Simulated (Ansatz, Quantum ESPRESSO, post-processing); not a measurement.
# honeycomb BP, 2 layers, AB stacking: capacitance across a vacuum gap, part 4 of 5

Aim: potential against charge for honeycomb BP, 2 layers, AB stacking facing a metal electrode, and the capacitance that follows.

Quantum ESPRESSO 7.5; plane-wave DFT, PBE, GBRV ultrasoft pseudopotentials; geometry by Ansatz 0.2.0 with PAW datasets.

So far. Step 7 (SCF with pw.x: charge 0.0268 e): The electrode's potential over the Fermi level goes from 6.676 to 8.245 eV, the far face's from 4.982 to 5.013 eV.

## Step 8: Self-consistent run: charge 0.0535 e

q5.in reads:

```
&control
  prefix = 'q5'
  outdir = './out'
  pseudo_dir = './pseudo'
  calculation = 'scf'
  tprnfor = .true.
/
&system
  ibrav = 0
  nat = 4
  ntyp = 2
  ecutwfc = 40
  ecutrho = 200
  occupations = 'smearing'
  smearing = 'fd'
  degauss = 0.004
  assume_isolated = 'esm'
  esm_bc = 'bc3'
  tot_charge = 0.0535
/
&electrons
  conv_thr = 1e-08
  mixing_beta = 0.4
  electron_maxstep = 120
  mixing_mode = 'local-TF'
  startingpot = 'file'
/
ATOMIC_SPECIES
  P   30.9738  p_pbe_v1.5.uspp.F.UPF
  B   10.8100  b_pbe_v1.4.uspp.F.UPF
CELL_PARAMETERS angstrom
  3.20231763469907 0.00000000000000 0.00000000000000
  -1.60115881734953 2.77328842263629 -0.00000000000000
  0.00000000000000 -0.00000000000000 19.30000000000000
ATOMIC_POSITIONS crystal
  P   0.666666666667 0.333333333333 -0.039523352792
  B   0.333333333333 0.666666666667 -0.040588291786
  P   0.000000000000 -0.000000000000 0.144215234792
  B   0.666666666667 0.333333333333 0.143511466112
K_POINTS automatic
  24 24 1 0 0 0
```

Run with:

```
cp -r out/q4.save out/q5.save
OMP_NUM_THREADS=1 mpirun -n 2 pw.x -nk 2 -in q5.in > q5.out
```

The program printed:

```text
[banner, memory and clock lines left out]
Program PWSCF v.7.5 starts
[...]
Message from routine setup:
[...]
number of electrons       =        15.95
     number of Kohn-Sham states=           12
     kinetic-energy cutoff     =      40.0000  Ry
     charge density cutoff     =     200.0000  Ry
[...]
number of k points=    61  Fermi-Dirac smearing, width (Ry)=  0.0040
[...]
Dense  grid:    55383 G-vectors     FFT dimensions: (  27,  27, 180)
[...]
The initial density is read from file :
[...]
negative rho (up, down):  1.563E-04 0.000E+00
     Starting wfcs are   16 randomized atomic wfcs
[...]
negative rho (up, down):  1.159E-04 0.000E+00
[...]
estimated scf accuracy    <       0.02032322 Ry
[...]
negative rho (up, down):  6.971E-04 0.000E+00
[...]
estimated scf accuracy    <       0.01425900 Ry
[...]
negative rho (up, down):  7.105E-04 0.000E+00
[...]
estimated scf accuracy    <       0.00233547 Ry
[...]
negative rho (up, down):  2.167E-04 0.000E+00
[...]
estimated scf accuracy    <       0.00210729 Ry
[...]
negative rho (up, down):  7.442E-04 0.000E+00
[...]
estimated scf accuracy    <       0.00541280 Ry
[...]
negative rho (up, down):  4.071E-04 0.000E+00
[...]
estimated scf accuracy    <       0.00748110 Ry
[...]
negative rho (up, down):  3.686E-05 0.000E+00
[...]
estimated scf accuracy    <       0.00646796 Ry
[...]
negative rho (up, down):  9.242E-06 0.000E+00
[...]
estimated scf accuracy    <       0.01493596 Ry
[...]
negative rho (up, down):  5.607E-04 0.000E+00
[...]
estimated scf accuracy    <       0.01296294 Ry
[...]
negative rho (up, down):  4.286E-04 0.000E+00
[...]
estimated scf accuracy    <       0.05198042 Ry
[...]
negative rho (up, down):  4.823E-05 0.000E+00
[...]
estimated scf accuracy    <       0.07765098 Ry
[...]
negative rho (up, down):  2.059E-05 0.000E+00
[...]
estimated scf accuracy    <       0.08013222 Ry
[...]
negative rho (up, down):  1.709E-05 0.000E+00
[...]
estimated scf accuracy    <       0.01008296 Ry
[...]
negative rho (up, down):  5.403E-06 0.000E+00
[...]
estimated scf accuracy    <       0.00524973 Ry
[...]
negative rho (up, down):  1.140E-05 0.000E+00
[...]
estimated scf accuracy    <       0.00018905 Ry
[...]
negative rho (up, down):  3.790E-04 0.000E+00
[...]
estimated scf accuracy    <       0.00034985 Ry
[...]
negative rho (up, down):  3.819E-04 0.000E+00
[...]
estimated scf accuracy    <       0.00005857 Ry
[...]
negative rho (up, down):  1.536E-04 0.000E+00
[...]
estimated scf accuracy    <       0.00001346 Ry
[...]
negative rho (up, down):  2.234E-05 0.000E+00
[...]
estimated scf accuracy    <       0.00001000 Ry
[...]
negative rho (up, down):  1.132E-04 0.000E+00
[...]
estimated scf accuracy    <       0.00000582 Ry
[...]
negative rho (up, down):  1.163E-04 0.000E+00
[...]
estimated scf accuracy    <       0.00000556 Ry
[...]
negative rho (up, down):  9.836E-05 0.000E+00
[...]
estimated scf accuracy    <       0.00000230 Ry
[...]
negative rho (up, down):  1.305E-04 0.000E+00
[...]
estimated scf accuracy    <       0.00000114 Ry
[...]
negative rho (up, down):  1.432E-04 0.000E+00
[...]
estimated scf accuracy    <       0.00000041 Ry
[...]
negative rho (up, down):  1.475E-04 0.000E+00
[...]
estimated scf accuracy    <       0.00000005 Ry
[...]
negative rho (up, down):  1.552E-04 0.000E+00
[...]
estimated scf accuracy    <       0.00000003 Ry
[...]
negative rho (up, down):  1.613E-04 0.000E+00
[...]
estimated scf accuracy    <       0.00000005 Ry
[...]
negative rho (up, down):  1.618E-04 0.000E+00
[...]
estimated scf accuracy    <       0.00000001 Ry
[...]
negative rho (up, down):  1.609E-04 0.000E+00
[...]
the Fermi energy is   -11.3650 ev
!    total energy              =     -43.80014583 Ry
     estimated scf accuracy    <          1.2E-09 Ry
     smearing contrib. (-TS)   =      -0.00024243 Ry
     internal energy E=F+TS    =     -43.79990339 Ry
[...]
one-electron contribution =   -2895.98365492 Ry
     hartree contribution      =    1445.26830180 Ry
     xc contribution           =     -17.72144156 Ry
     ewald contribution        =    1424.63689129 Ry
     convergence has been achieved in  29 iterations
     negative rho (up, down):  1.609E-04 0.000E+00
[...]
Total force =     0.006807     Total SCF correction =     0.000084
[...]
```

Wall time 55 s (2 MPI ranks of AMD EPYC 9R45 (Zen 5), shared host); peak memory 0.4 GiB; 1.8 min of CPU time.

This step gave:

| Property | Result |
| --- | --- |
| Fermi energy | -11.37 eV |
| vacuum line at the lower end of the cell, over the Fermi level | 5.034 eV |
| slope of the potential above | 1.091 eV/Å |
| vacuum line at the upper end of the cell, over the Fermi level | 11.37 eV |

The electrode's potential over the Fermi level goes from 8.245 to 11.365 eV, the far face's from 5.013 to 5.034 eV.

Gauss's law asks for a slope of 180.95 q/A = 1.090 eV/Å in the gap; the run gives 1.091.

Each curve counts from the Fermi level of its own run.

The runs together. Potential energy against z:

| z (Å) | potential at -0.0268 e (eV) | potential at -0.0134 e (eV) | potential at 0 e (eV) | potential at 0.0134 e (eV) | potential at 0.0268 e (eV) | potential at 0.0535 e (eV) |
| --- | --- | --- | --- | --- | --- | --- |
| -9 | 4.26 | 4.29 | 4.65 | 4.98 | 5.01 | 5.03 |
| -8 | 4.26 | 4.29 | 4.65 | 4.98 | 5.01 | 5.03 |
| -7 | 4.26 | 4.29 | 4.65 | 4.98 | 5.01 | 5.03 |
| -6 | 4.26 | 4.29 | 4.65 | 4.98 | 5.01 | 5.03 |
| -5 | 4.26 | 4.29 | 4.65 | 4.98 | 5.01 | 5.03 |
| -4 | 4.25 | 4.28 | 4.64 | 4.98 | 5.01 | 5.03 |
| -3 | 4.17 | 4.20 | 4.56 | 4.89 | 4.92 | 4.94 |
| -2 | 2.39 | 2.42 | 2.78 | 3.11 | 3.14 | 3.16 |
| -1 | -19.5 | -19.5 | -19.1 | -18.8 | -18.8 | -18.8 |
| 0 | -2.74 | -2.71 | -2.34 | -2.01 | -1.98 | -1.96 |
| 1 | 3.51 | 3.59 | 4.01 | 4.35 | 4.39 | 4.43 |
| 2 | -2.64 | -2.52 | -2.03 | -1.68 | -1.64 | -1.59 |
| 3 | -19.8 | -19.6 | -19.1 | -18.8 | -18.7 | -18.7 |
| 4 | 2.16 | 2.34 | 2.89 | 3.30 | 3.40 | 3.58 |
| 5 | 3.59 | 3.96 | 4.71 | 5.32 | 5.63 | 6.23 |
| 6 | 3.15 | 3.79 | 4.80 | 5.68 | 6.25 | 7.39 |
| 7 | 2.62 | 3.53 | 4.80 | 5.95 | 6.80 | 8.47 |
| 8 | 2.07 | 3.25 | 4.80 | 6.23 | 7.35 | 9.57 |
| 9 | 1.53 | 2.98 | 4.80 | 6.50 | 7.89 | 10.7 |

## Step 9: Potential against charge, and the capacitance

Table of electrode's potential less the Fermi level by charge of the slab:

| charge of the slab (1e13 e/cm²) | electrode's potential less the Fermi level (eV) |
| --- | --- |
| -3.02 | 1.17 |
| -1.51 | 2.80 |
| 0.00 | 4.80 |
| 1.51 | 6.68 |
| 3.02 | 8.24 |
| 6.02 | 11.4 |

Slopes between neighbouring charges; a slope that includes zero charge spans the gap. Differential capacitance against charge of the slab:

| charge of the slab (1e13 e/cm²) | differential capacitance (μF/cm²) |
| --- | --- |
| -2.26 | 1.48 |
| -0.75 | 1.21 |
| 0.75 | 1.29 |
| 2.26 | 1.54 |
| 4.52 | 1.54 |

## Step 10: Ground state: between two electrodes with a field of 0.004 Ry/bohr

bc2 puts electrodes at both ends of the cell; esm_efield times the cell length sets the bias between them, and the slab stays neutral.

bc2.in reads:

```
&control
  prefix = 'bc2'
  outdir = './out'
  pseudo_dir = './pseudo'
  calculation = 'scf'
  tprnfor = .true.
/
&system
  ibrav = 0
  nat = 4
  ntyp = 2
  ecutwfc = 40
  ecutrho = 200
  occupations = 'smearing'
  smearing = 'fd'
  degauss = 0.004
  assume_isolated = 'esm'
  esm_bc = 'bc2'
  esm_efield = 0.004
/
&electrons
  conv_thr = 1e-07
  mixing_beta = 0.4
  electron_maxstep = 120
  mixing_mode = 'local-TF'
/
ATOMIC_SPECIES
  P   30.9738  p_pbe_v1.5.uspp.F.UPF
  B   10.8100  b_pbe_v1.4.uspp.F.UPF
CELL_PARAMETERS angstrom
  3.20231763469907 0.00000000000000 0.00000000000000
  -1.60115881734953 2.77328842263629 -0.00000000000000
  0.00000000000000 -0.00000000000000 19.30000000000000
ATOMIC_POSITIONS crystal
  P   0.666666666667 0.333333333333 -0.091336824294
  B   0.333333333333 0.666666666667 -0.092401763289
  P   0.000000000000 -0.000000000000 0.092401763289
  B   0.666666666667 0.333333333333 0.091697994610
K_POINTS automatic
  24 24 1 0 0 0
```

Run with:

```
OMP_NUM_THREADS=1 mpirun -n 2 pw.x -nk 2 -in bc2.in > bc2.out
```

The program printed:

```text
[banner, memory and clock lines left out]
Program PWSCF v.7.5 starts
[citation notice left out]

[...]
Message from routine setup:
[...]
bravais-lattice index     =            0
     lattice parameter (alat)  =       6.0515  a.u.
     unit-cell volume          =    1156.6803 (a.u.)^3
     number of atoms/cell      =            4
     number of atomic types    =            2
     number of electrons       =        16.00
     number of Kohn-Sham states=           12
     kinetic-energy cutoff     =      40.0000  Ry
     charge density cutoff     =     200.0000  Ry
     scf convergence threshold =      1.0E-07
     mixing beta               =       0.4000
     number of iterations used =            8  local-TF  mixing
     Exchange-correlation=  SLA  PW   PBX  PBC
                           (   1   4   3   4   0   0   0)

     Effective Screening Medium Method
     Boundary Conditions: Metal-Slab-Metal
     total charge in unit cell        =   0.0000
     field strength                   =   0.0040 Ry/a.u.
     grid points for fit at edges     =        4

[...]
PseudoPot. # 1 for P  read from file:
     ./pseudo/p_pbe_v1.5.uspp.F.UPF
     Pseudo is Ultrasoft + core correction, Zval =  5.0
     Generated by new atomic code, or converted to UPF format
     Using radial grid of  903 points,  6 beta functions with:
                l(1) =   0
                l(2) =   0
                l(3) =   1
                l(4) =   1
                l(5) =   2
                l(6) =   2
     Q(r) pseudized with  8 coefficients,  rinner =    1.300   1.300   1.300
                                                       1.300   1.300

     PseudoPot. # 2 for B  read from file:
     ./pseudo/b_pbe_v1.4.uspp.F.UPF
     Pseudo is Ultrasoft + core correction, Zval =  3.0
     Generated by new atomic code, or converted to UPF format
     Using radial grid of  781 points,  4 beta functions with:
                l(1) =   0
                l(2) =   0
                l(3) =   1
                l(4) =   1
     Q(r) pseudized with  8 coefficients,  rinner =    1.100   1.100   1.100

     atomic species   valence    mass     pseudopotential
     P                 5.00    30.97380     P ( 1.00)
     B                 3.00    10.81000     B ( 1.00)

      6 Sym. Ops. (no inversion) found

[...]
number of k points=    61  Fermi-Dirac smearing, width (Ry)=  0.0040
[...]
Dense  grid:    55383 G-vectors     FFT dimensions: (  27,  27, 180)

     Smooth grid:    39483 G-vectors     FFT dimensions: (  25,  25, 150)

     Initial potential from superposition of free atoms

     starting charge      15.9991, renormalised to      16.0000

     negative rho (up, down):  5.684E-05 0.000E+00
     Starting wfcs are   16 randomized atomic wfcs

     per-process dynamical memory:    68.3 Mb

     Self-consistent Calculation

     iteration #  1     ecut=    40.00 Ry     beta= 0.40
     Davidson diagonalization with overlap
     ethr =  1.00E-02,  avg # of iterations =  5.2

     negative rho (up, down):  5.302E-05 0.000E+00

     total energy              =     -43.74366422 Ry
     estimated scf accuracy    <       0.16413366 Ry

     iteration #  2     ecut=    40.00 Ry     beta= 0.40
[...]
negative rho (up, down):  1.111E-06 0.000E+00

[...]
total energy              =     -43.82483796 Ry
     estimated scf accuracy    <       0.11739497 Ry

     iteration #  3     ecut=    40.00 Ry     beta= 0.40
[...]
total energy              =     -43.81298035 Ry
     estimated scf accuracy    <       0.05481404 Ry

     iteration #  4     ecut=    40.00 Ry     beta= 0.40
[...]
total energy              =     -43.82975188 Ry
     estimated scf accuracy    <       0.01651607 Ry

     iteration #  5     ecut=    40.00 Ry     beta= 0.40
[...]
c_bands:  1 eigenvalues not converged
     c_bands:  1 eigenvalues not converged
     c_bands:  1 eigenvalues not converged
     c_bands:  2 eigenvalues not converged
[...]
total energy              =     -43.84019061 Ry
     estimated scf accuracy    <       0.02143000 Ry

     iteration #  6     ecut=    40.00 Ry     beta= 0.40
[...]
c_bands:  1 eigenvalues not converged
     c_bands:  2 eigenvalues not converged
[...]
total energy              =     -43.84123312 Ry
     estimated scf accuracy    <       0.02315780 Ry

[...]
iteration # 32     ecut=    40.00 Ry     beta= 0.40
[...]
c_bands:  1 eigenvalues not converged
     c_bands:  1 eigenvalues not converged
[...]
negative rho (up, down):  1.677E-04 0.000E+00

[...]
total energy              =     -43.83274789 Ry
     estimated scf accuracy    <       0.00000950 Ry

     iteration # 33     ecut=    40.00 Ry     beta= 0.40
[...]
negative rho (up, down):  1.040E-04 0.000E+00

[...]
total energy              =     -43.83276453 Ry
     estimated scf accuracy    <       0.00000038 Ry

     iteration # 34     ecut=    40.00 Ry     beta= 0.40
[...]
c_bands:  2 eigenvalues not converged
     c_bands:  1 eigenvalues not converged
[...]
negative rho (up, down):  1.336E-04 0.000E+00

[...]
total energy              =     -43.83276096 Ry
     estimated scf accuracy    <       0.00000049 Ry

     iteration # 35     ecut=    40.00 Ry     beta= 0.40
[...]
negative rho (up, down):  1.507E-04 0.000E+00

[...]
End of self-consistent calculation

          k = 0.0000 0.0000 0.0000 (  4849 PWs)   bands (ev):

   -18.0342 -17.7774  -9.0194  -7.6210  -5.8634  -5.8634  -5.7934  -5.7934
    -0.3993   0.3740   0.5188   0.5269

          k = 0.0000 0.0481 0.0000 (  4885 PWs)   bands (ev):

   -18.0074 -17.7510  -8.9899  -7.5930  -6.0076  -5.9328  -5.9195  -5.8462
    -0.3669   0.3614   0.4637   0.6352

[...]
the Fermi energy is    -3.7303 ev

!    total energy              =     -43.83275916 Ry
     estimated scf accuracy    <       0.00000004 Ry
     smearing contrib. (-TS)   =      -0.00000087 Ry
     internal energy E=F+TS    =     -43.83275829 Ry

     The total energy is F=E-TS. E is the sum of the following terms:
     one-electron contribution =   -1437.18166050 Ry
     hartree contribution      =     720.08876472 Ry
     xc contribution           =     -17.75214026 Ry
     ewald contribution        =     691.01227776 Ry

     convergence has been achieved in  35 iterations

     negative rho (up, down):  1.507E-04 0.000E+00

     Forces acting on atoms (cartesian axes, Ry/au):

     atom    1 type  1   force =     0.00000000    0.00000000   -0.00383029
     atom    2 type  2   force =     0.00000000    0.00000000   -0.00155790
     atom    3 type  1   force =     0.00000000    0.00000000    0.00380709
     atom    4 type  2   force =     0.00000000    0.00000000    0.00162376

     Total force =     0.005851     Total SCF correction =     0.000195

[...]
```

It took 61 s on 2 MPI ranks; peak memory 0.41 GiB; 2 min of CPU time.

Numbers from this step:

* Fermi energy: -3.730 eV
* slope of the potential below: -0.1571 eV/Å
* vacuum line at the lower end of the cell, over the Fermi level: 5.715 eV
* slope of the potential above: -0.1570 eV/Å
* vacuum line at the upper end of the cell, over the Fermi level: 3.730 eV

Electrostatic potential energy of an electron; zero at the Fermi level, which the smearing puts inside the gap. Table of potential energy, planar mean by z:

| z (Å) | potential energy, planar mean (eV) |
| --- | --- |
| -9.5 | 5.69 |
| -9.0 | 5.61 |
| -8.5 | 5.53 |
| -8.0 | 5.46 |
| -7.5 | 5.38 |
| -7.0 | 5.30 |
| -6.5 | 5.22 |
| -6.0 | 5.14 |
| -5.5 | 5.06 |
| -5.0 | 4.98 |
| -4.5 | 4.89 |
| -4.0 | 4.74 |
| -3.5 | 4.35 |
| -3.0 | 2.89 |
| -2.5 | -3.16 |
| -2.0 | -19.0 |
| -1.5 | -18.0 |
| -1.0 | -2.32 |
| -0.5 | 2.97 |
| 0.0 | 4.01 |
| 0.5 | 3.07 |
| 1.0 | -2.05 |
| 1.5 | -17.7 |
| 2.0 | -19.2 |
| 2.5 | -3.33 |
| 3.0 | 2.85 |
| 3.5 | 4.25 |
| 4.0 | 4.52 |
| 4.5 | 4.52 |
| 5.0 | 4.46 |
| 5.5 | 4.38 |
| 6.0 | 4.30 |
| 6.5 | 4.22 |
| 7.0 | 4.15 |
| 7.5 | 4.07 |
| 8.0 | 3.99 |
| 8.5 | 3.91 |
| 9.0 | 3.83 |
| 9.5 | 3.75 |

The set field of 0.103 V/Å over 19.3 Å is a bias of 1.98 V; the two ends of the cell differ by 1.98 eV. The slope in the vacuum is 0.157 eV/Å in size, more than the set field, because the slab carries little of the drop.

[end of part 4 of 5]

[Logs are printed without paths, hosts, clocks, repeated set-up lines and the standing remarks that a program may print on its own settings, such as how far it seeks lower states.]

[Hosts, paths, dates, database ids (printed as entryN), source tags and the programs' standing remarks are cut or masked in the printed files.]

[Maps of the electrostatic potential energy from Ansatz leave out the sawtooth potential of an applied field or a dipole correction, so their vacuum need not be flat; planar profiles and work functions include it.]
